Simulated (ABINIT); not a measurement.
C, 2 atoms in the cell. Symmetry: Fd-3m, No. 227, cubic system. Conventional cell: a = 3.567 Å, b = 3.567 Å, c = 3.567 Å, α = 90.00°, β = 90.00°, γ = 90.00°. C (site symmetry -43m) is surrounded by 4 C at 1.54 Å. This isn't the form of C at room conditions, which is graphite.

| Quantity | Value |
| --- | --- |
| Program | ABINIT 10.8.3 (patched build) |
| Task | relaxation of cell and atoms |
| Functional | PBE |
| Potentials or basis | JTH PAW PBE v2.0 |
| Cutoff | 517 eV |
| k mesh | 13 × 13 × 13 |
| Occupations | fermi-dirac, width 0.05 eV |
| Spin | no spin polarisation |
| Target pressure | 10 GPa |
| Cell freedom (optcell) | 2 |
| Cutoff smearing ecutsm (Ha) | 0.5 |
| Optimiser (ionmov) | 2 |
| Force stop (Ha/bohr) | 0.0005 |
| Fine-grid cutoff | 1034.03 eV |

Potentials or basis: JTH PAW PBE v2.0.

The run is started by

```bash
$ abinit run.abi > log 2>&1
```

Hardware: 1 thread of Arm Neoverse V1, with other jobs on the host.

How long does it take, and how much memory?

It took 20 s on 1 thread of Arm Neoverse V1, on a shared host, peak memory 0.09 GiB. Counts: scf iterations 21, mpi ranks 1, k points 84, bands 8, plane waves 388, ion steps 3.
